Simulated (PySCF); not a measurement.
**Telling isomers of C3H6O2 apart by NMR**

Computational details: shieldings: GIAO PBE0/pcSseg-1, geometry from GFN2-xTB, B3LYP/pcJ-1 coupling constants (spin–dipole term left out of most H,H and C,H couplings), in PySCF 2.14.0 with density-fitted response routines (one averaged value for each set of equivalent atoms, one computed conformer, no relativistic terms, isolated molecule).

Chemical shifts δ = σref − σ; TMS for $^{1}$H (σref 31.72), $^{13}$C (σref 186.93), all at this level. Multiplet labels drop J under 1 Hz and among equivalent protons, and merge close values. Unscaled 3J(H,H) run several per cent high. Acid and N–H amide carbonyl carbons lie up to 10 ppm further downfield in solution (hydrogen bonding). Shifts are as computed. Against solution values, carbons near 30 ppm lie about +3 ppm off and those near 130 ppm about +5 ppm. Of 1211 compounds with measured shifts, 218 miss one by over three times the rms of a fit or turn the order of signals round; such compounds aren't used in these exercises. OH and NH positions are gas-phase values without hydrogen bonding to other molecules.

(1) Tabulate the signals of `COCC=O`, `CCC(=O)O` and their relative energies.

(2) What is the quickest way to tell COCC=O from CCC(=O)O?

## Answers

(1) 
```json
{"SMILES": "COCC=O", "carbon types": "1×CH 1×CH2 1×CH3", "δC": "214.7, 81.6, 61.6", "δH": "10.30 (t, 1H), 3.90 (d, 2H), 3.60 (s, 3H)", "E rel. (kcal/mol)": "41.9"}
{"SMILES": "CCC(=O)O", "carbon types": "1×C 1×CH2 1×CH3", "δC": "178.7, 28.6, 10.5", "δH": "6.07 (br s, 1H), 2.39 (q, 2H), 1.15 (t, 3H)", "E rel. (kcal/mol)": "0.0"}
```

Energies are electronic energies at PBE0/pcSseg-1 on these geometries, without zero-point or thermal terms, each for the one conformer computed, which needn't be the lowest.

(2) Both give the same number of carbon signals, but DEPT or the intensities differ. The first has an aldehyde carbonyl carbon (CH) at 214.7 ppm, the second a carboxylic acid carbon (C) at 178.7 ppm. In the proton spectra the most deshielded non-exchanging signals are 10.30 (t, J = 2.4 Hz, 1H) and 2.39 (q, J = 7.9 Hz, 2H).
